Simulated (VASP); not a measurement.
# VASP 6.6.1 run: GaAs

INCAR

```
LASPH = .TRUE.
NSW = 0
LMAXMIX = 6
SIGMA = 0.02
IBRION = -1
NBANDS = 16
EDIFF = 1E-7
ISMEAR = -1
PREC = Accurate
ENCUT = 520
LREAL = .FALSE.
NELM = 70
LCHARG = .FALSE.
GGA = PE
LWAVE = .FALSE.
ISIF = 2
```

KPOINTS

```
KPOINTS created by Atomic Simulation Environment
0
Gamma
8 8 8
0 0 0
```

POSCAR

```
Ga As
 1.0000000000000000
     0.0000000000000000    2.8047542445000002    2.8573279733999999
     2.8047542445000002    0.0000000000000000    2.8573279733999999
     2.8047542445000002    2.8047542445000002    0.0000000000000000
 Ga  As
   1   1
Cartesian
  0.0000000000000000  0.0000000000000000  0.0000000000000000
  1.4023771222500001  1.4023771222500001  1.4286639866999999
```

The recommended PBE PAW datasets give the neutral cell 18 valence electrons.

Command

```
mpirun -np 1 vasp_std
```

OSZICAR

```
N       E                     dE             d eps       ncg     rms          rms(c)
DAV:   1     0.868308626208E+02    0.86831E+02   -0.89778E+03  1920   0.155E+03
DAV:   2    -0.135788202175E+01   -0.88189E+02   -0.83646E+02  2184   0.323E+02
DAV:   3    -0.829724711286E+01   -0.69394E+01   -0.69174E+01  2304   0.688E+01
DAV:   4    -0.840031730310E+01   -0.10307E+00   -0.10306E+00  2336   0.929E+00
DAV:   5    -0.840166256747E+01   -0.13453E-02   -0.13453E-02  2312   0.971E-01    0.293E+00
DAV:   6    -0.825861640743E+01    0.14305E+00   -0.21158E-01  2920   0.795E+00    0.177E+00
DAV:   7    -0.823881233522E+01    0.19804E-01   -0.64320E-02  2376   0.185E+00    0.564E-01
DAV:   8    -0.823954298521E+01   -0.73065E-03   -0.10288E-02  2312   0.115E+00    0.108E-01
DAV:   9    -0.823993068037E+01   -0.38770E-03   -0.92596E-04  2352   0.359E-01    0.496E-02
DAV:  10    -0.823999900989E+01   -0.68330E-04   -0.75875E-05  2536   0.928E-02    0.270E-02
DAV:  11    -0.824004802560E+01   -0.49016E-04   -0.69845E-05  2128   0.661E-02    0.301E-03
DAV:  12    -0.824004824573E+01   -0.22013E-06   -0.12995E-06  2400   0.171E-02    0.146E-03
DAV:  13    -0.824004855198E+01   -0.30624E-06   -0.53634E-07  2312   0.513E-03    0.680E-04
DAV:  14    -0.824004854230E+01    0.96752E-08   -0.80527E-09  1856   0.816E-04
   1 F= -.82400485E+01 E0= -.82400485E+01  d E =-.728132E-08
```

Standard output (part)

```
POSCAR found type information on POSCAR GaAs
 POSCAR found :  2 types and       2 ions
 LDA part: xc-table for (Slater+PW92), standard interpolation
 POSCAR, INCAR and KPOINTS ok, starting setup
 WAVECAR not read
 entering main loop
```

From OUTCAR

```
k-points           NKPTS =     59   k-points in BZ     NKDIM =     59   number of bands    NBANDS=     16

   NELECT =      18.0000    total number of electrons

   dimension x,y,z NGX =    30 NGY =   30 NGZ =   30
   dimension x,y,z NGXF=    60 NGYF=   60 NGZF=   60

  energy-cutoff  :      520.00
  volume of cell :       44.96
      direct lattice vectors                 reciprocal lattice vectors
     0.000000000  2.804754245  2.857327973    -0.178268738  0.178268738  0.174988662
     2.804754245  0.000000000  2.857327973     0.178268738 -0.178268738  0.174988662
     2.804754245  2.804754245  0.000000000     0.178268738  0.178268738 -0.174988662

 k-points in reciprocal lattice and weights: KPOINTS created by Atomic Simulation Env
   0.00000000  0.00000000  0.00000000       0.002
   0.12500000 -0.00000000  0.00000000       0.016
   0.25000000 -0.00000000  0.00000000       0.016
   0.37500000  0.00000000  0.00000000       0.016
   0.50000000 -0.00000000  0.00000000       0.008
   0.12500000  0.12500000  0.00000000       0.004
   0.25000000  0.12500000  0.00000000       0.016
   0.37500000  0.12500000  0.00000000       0.016
   ...

 E-fermi :   4.2826

 k-point     1 :       0.0000    0.0000    0.0000
  band No.  band energies     occupation
      1     -10.8416      2.00000
      2     -10.8368      2.00000
      3     -10.8368      2.00000
      4     -10.7596      2.00000
      5     -10.7568      2.00000
      6      -8.7809      2.00000
      7       3.9063      2.00000
      8       4.0165      2.00000
      9       4.0165      2.00000
     10       4.5348      0.00001
     11       7.6946      0.00000
     12       7.6946      0.00000
     13       7.7448      0.00000
     14      11.5824      0.00000
     15      13.9237      0.00000
     16      14.2959      0.00000

 k-point     2 :       0.1250   -0.0000    0.0000
  band No.  band energies     occupation
      1     -10.8524      2.00000
      2     -10.8361      2.00000
      3     -10.8333      2.00000
      4     -10.7599      2.00000
      5     -10.7568      2.00000
      6      -8.5969      2.00000
      7       2.0189      2.00000
      8       3.6980      2.00000
      9       3.7862      2.00000
     10       5.5953      0.00000
     11       8.0456      0.00000
     12       8.0487      0.00000
     13       8.2099      0.00000
     14      12.5171      0.00000
     15      13.1212      0.00000
     16      13.3828      0.00000

 k-point     3 :       0.2500   -0.0000    0.0000
  band No.  band energies     occupation
      1     -10.8823      2.00000
      2     -10.8285      2.00000
      3     -10.8255      2.00000
      4     -10.7597      2.00000
      5     -10.7559      2.00000
      6      -8.0831      2.00000
      7      -0.1680      2.00000
      8       3.2375      2.00000
      9       3.3563      2.00000
     10       5.4434      0.00000
     11       8.5577      0.00000
     12       8.5985      0.00000
     13       9.9630      0.00000
     14      12.8584      0.00000
     15      13.0605      0.00000
     16      13.0700      0.00000

 ...

  Total        1.1846664      1.1846664      0.8659154      0.0000000      0.0000000      0.0000000
  in kB       42.2208476     42.2208476     30.8607412      0.0000000      0.0000000      0.0000000
  external PRESSURE =      38.4341455 kB  Pullay stress =       0.0000000 kB

 POSITION                                       TOTAL-FORCE (eV/Angst)
 -----------------------------------------------------------------------------------
      0.00000      0.00000      0.00000         0.000000      0.000000      0.000000
      1.40238      1.40238      1.42866        -0.000000     -0.000000     -0.000000
 -----------------------------------------------------------------------------------
    total drift:                                0.000001      0.000001      0.000002

  FREE ENERGIE OF THE ION-ELECTRON SYSTEM (eV)
  ---------------------------------------------------
  free  energy   TOTEN  =        -8.2400485423 eV

  energy  without entropy=       -8.2400485350  energy(sigma->0) =       -8.24004854
```

It converged. Results: gap between bands v and c on the k mesh 0.52 eV; least direct gap on the k mesh 0.52 eV; pressure 3.8 GPa. Band v is the last that the valence electrons fill when counted band by band, and c is the next.

For comparison, a separate PBE run of the intended cell, on usual settings and not on those above, gives a gap of 0.52 eV on its mesh and a pressure of 3.8 GPa.

The run above took about 52 s on one core of a shared host (Intel Xeon Platinum 8488C) and held 0.2 GiB at most.
